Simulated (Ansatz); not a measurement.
**Strain response of LiH**

Computed with DFT PBEsol, scalar-relativistic, plane waves, PAW in Ansatz 0.2.0. Settings: 420 eV cutoff, 8×8×6 k-mesh, Gaussian smearing of 0.02 eV, no spin polarisation.

Reference structure (relaxed):

```
CELL_PARAMETERS angstrom
1.98998 1.98998 0.00000
-1.98998 1.98998 0.00000
0.00000 0.00000 3.97995
ATOMIC_POSITIONS crystal
Li 0.00000 0.00000 0.00000
Li 0.50000 0.50000 0.50000
H 0.50000 0.50000 0.00000
H 0.00000 0.00000 0.50000
```

Deformation: c alone is stretched, the rest of the cell is held and the atoms relax, all within the symmetry that the strain leaves. Energies are extrapolated to zero smearing. Stress is positive in compression, on the Cartesian axes of the cell above. Gaps are Kohn–Sham gaps over the whole zone.

Strains computed: -3.0, -2.0, -1.0, +1.0, +2.0, +3.0 %.

**Question.** At which strain does the energy stand 1.8 meV/atom over the relaxed crystal with σxx = -0.29, σyy = -0.29, σzz = -2.37 GPa?

**Answer.** +3.0 %. The gap there is 2.42 eV against 2.73 unstrained.